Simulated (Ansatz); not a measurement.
A run of Ansatz 0.2.0 is set up as follows.

File input.yaml:

```yaml
crystal:
  lattice:
    - [2.0715, 1.1959810826, 9.5453333333]
    - [-2.0715, 1.1959810826, 9.5453333333]
    - [0.0, -2.3919621653, 9.5453333333]
  atoms:
    - { symbol: Bi, position: [0.5992, 0.5992, 0.5992] }
    - { symbol: Bi, position: [0.4008, 0.4008, 0.4008] }
    - { symbol: Se, position: [0.7883, 0.7883, 0.7883] }
    - { symbol: Se, position: [0.2117, 0.2117, 0.2117] }
    - { symbol: Se, position: [0.0, 0.0, 0.0] }
hamiltonian:
  xc: pbe0
  pseudopotentials: { kind: paw }
kpoints:
  mp_grid: { grid: [4, 4, 4] }
scf:
  occupations: { method: fermi_dirac, width: 0.05 }
output:
  forces: true
  stress: true
  eigenvalues: true
  write_density: true
  write_potential: true
  elf: true
  volumetric_format: npy
```

Potentials or basis: Ansatz PAW.

Run with:

```console
$ ansatz run input.yaml --threads 2 --pin off --max-ram 5632MiB --backend cpu --events-out ev --progress --plain --runs-dir out
```

Task: What does it give for the band gap on the k mesh?

Result: 1.19 eV, direct.

Task: What does it give for the pressure?

Result: 0.5 GPa.

Task: Estimate the largest force.

Result: 0.236 eV/Å.

Stress tensor (GPa, compression positive):
```
0.45 0.00 0.00
0.00 0.45 0.00
0.00 0.00 0.63
```

Caveat: the k mesh is coarse (spacing up to 0.44 Å⁻¹), so the values aren't converged, least of all with exact exchange; spin-orbit coupling is left out, which as a rule narrows the gap of such compounds by several tenths of an eV; the PAW data sets come from PBE, with cores solved anew for the run's functional, which leaves a small shift of forces and pressure; the thresholds are loose for stress. A k mesh can miss the band edges.
